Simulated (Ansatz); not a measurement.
# ZnSe: a slab and its surfaces, (110), 3 layers

Aim: cut a slab of ZnSe (110), 3 layers from the relaxed bulk, relax it, and get surface energy and work function. The runs shown use PAW. Its runs: bulk cell relaxed (PAW); bulk in the slab's orientation (PAW); the reference run (PAW); atoms relaxed (PAW); vacuum of 7 Å (PAW); core holes in 2p of Zn (PAW).

Computed with Ansatz 0.2.0 (DFT, r2SCAN, PAW with Ansatz's default frozen-core files, scalar-relativistic, unless a step's input says otherwise).

1 further run of the same task is left out (it didn't finish).

### 1 The starting structure

It takes space group F-43m (No. 216, cubic). Conventional cell: a = 5.760 Å, b = 5.760 Å, c = 5.760 Å, α = 90.00°, β = 90.00°, γ = 90.00°. Around Zn (site symmetry -43m) lie 4 Se at 2.49 Å. Se (site symmetry -43m) has 4 Zn at 2.49 Å as nearest neighbours.

Structure file:

```
Zn Se
1.0
     0.00000    2.87982    2.87982
     2.87982    0.00000    2.87982
     2.87982    2.87982    0.00000
Zn Se
1 1
Direct
  0.00000 0.00000 0.00000
  0.25000 0.25000 0.25000
```

Atoms are numbered in the order of the input: Zn1, Se2.

### 2 Bulk cell relaxed, PAW

The input, input.yaml:

```yaml
crystal:
  lattice:
    - [0.0, 2.8798249876, 2.8798249876]
    - [2.8798249876, 0.0, 2.8798249876]
    - [2.8798249876, 2.8798249876, 0.0]
  atoms:
    - { symbol: Zn, position: [0.0, 0.0, 0.0] }
    - { symbol: Se, position: [0.25, 0.25, 0.25] }
kpoints:
  mp_grid: { grid: [10, 10, 10] }
scf:
  occupations: { method: fermi_dirac, width: 0.02 }
hamiltonian:
  xc: r2scan
  pseudopotentials: { kind: paw }
output:
  forces: true
  stress: true
  write_density: true
  write_potential: true
  elf: true
  volumetric_format: npy
relax:
  f_tol: 0.005
  max_steps: 40
  cell: {}
```

On the command line:

```sh
ansatz run input.yaml --threads 2 --pin off --max-ram 4096MiB --backend cpu --events-out ev --progress --plain --runs-dir out
```

The runs that follow: Bulk in the slab's orientation, PAW; Slab as cut, PAW; Atoms relaxed, PAW; Vacuum of 7 Å, PAW; Core holes in 2p of Zn, PAW.

**Question.** What will these runs give? Wanted: surface energy; work function.

As calculated:

| quantity | value |
| --- | --- |
| surface energy (PAW, relaxed) | 0.46 J/m² |
| work function (PAW, relaxed) | 4.72 eV |

In words: By PAW the surface costs 0.82 J/m² as cut and 0.46 J/m² relaxed. Vacuum of 7 Å moves the work function by -0.04 eV (PAW). With a gap the Fermi level lies anywhere inside it, so the work function printed is no measured quantity. Thickness wasn't converged, and no reconstruction was sought. The program warned that the vacuum holds more density than its bound, so energies and levels may be slightly off.

These are semilocal Kohn-Sham gaps, which aren't the measured quantity. Such gaps usually fall short of the measured ones.
